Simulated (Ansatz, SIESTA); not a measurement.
Sn: programs and potentials compared

```
Sn
1.0
    -1.89465    1.89465    1.89465
     1.89465   -1.89465    1.89465
     1.89465    1.89465   -1.89465
Sn
1
Direct
  0.00000 0.00000 0.00000
```

This isn't the form of Sn at room conditions, which is tetragonal (white tin).

Alike in all runs: task band structure; functional LDA; k mesh 10 × 10 × 10; occupations fermi-dirac, width 0.05 eV; no spin polarisation; no spin-orbit coupling. LDA stands for any of its common fits. Pressure is positive in compression and, in plane waves, holds the error of the finite cutoff, which Ansatz's Pulay term estimates and takes out.

| program and potentials | plane-wave cutoff (eV) | notes | pressure (GPa) |
| --- | --- | --- | --- |
| Ansatz, Ansatz PAW | 420 | potentials made for PBE, which Ansatz adapts in part; Pulay term of +0.03 GPa included | -3.40 |
| Ansatz, all-electron LAPW, scalar-relativistic | - | - | ? |
| SIESTA, files PseudoDojo sr-lda-0.4.1-standard, DZP (energy shift 0.003 Ry; two zetas on semicore shells) | - | atomic basis | -2.48 |

Question: Estimate from the other rows what the run with Ansatz, all-electron LAPW, scalar-relativistic gave.

Answer: Pressure -3.39 GPa. The other rows, which needn't bracket it: pressure -3.40 to -2.48.
